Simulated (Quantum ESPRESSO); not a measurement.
Band structure of CoPt (P4/mmm, 2 atoms in the cell).

```
CoPt
1.0
    2.69928     0.00000     0.00000
    0.00000     2.69928     0.00000
    0.00000     0.00000     3.75502
Co Pt
1 1
Cartesian
  0.00000   0.00000   0.00000
  1.34964   1.34964   1.87751
```
Moments meant for the start (each program seeds them in its own way; μB, in the order of the atoms Co Pt): 3.0 1.0.

Method: PBEsol, PSlibrary ultrasoft (PBE) pseudopotentials (plane waves; Quantum ESPRESSO).

Settings: ecutwfc = 50 Ry; ecutrho = 500 Ry; occupations = smearing; smearing = marzari-vanderbilt; degauss = 0.019992 Ry; nspin = 2; input_dft = pbesol; potentials = {Co: Co.pbe-n-rrkjus_psl.1.0.0.UPF, Pt: Pt.pbe-n-rrkjus_psl.1.0.0.UPF}; K_POINTS = automatic 10 10 7 0 0 0; nbnd = 22; conv_thr = 1e-10 Ry; mixing_beta = 0.5.

The starting cell comes from a database of computed structures (which also holds hypothetical and non-ambient phases and stackings), without a prior relaxation at this level. Its lattice was rescaled by a random factor within 2.5 % of one. Spin-orbit coupling is off. The magnetic order is the one reached from the typed start; others were not searched systematically.

Levels in eV from the Fermi level, bands 8 to 15 of the first spin channel:
```csv
point,8,9,10,11,12,13,14,15
Γ,-1.81,-0.47,-0.47,-0.47,1.94,9.21,11.95,11.95
X,-2.42,-2.14,-1.57,-0.03,2.20,10.14,10.26,12.28
M,-0.63,-0.53,0.72,1.62,1.62,7.76,9.69,10.78
Z,-2.29,-2.10,-2.10,-1.81,-0.72,15.88,16.01,16.52
R,-0.96,-0.70,-0.56,-0.56,-0.41,4.71,6.39,16.97
A,-1.74,-1.27,0.73,6.77,6.77,7.38,8.32,8.33
```

Bands cross the Fermi level along this path, so the cell is metallic at this level.

The net moment of the cell came out as 2.36 μB.
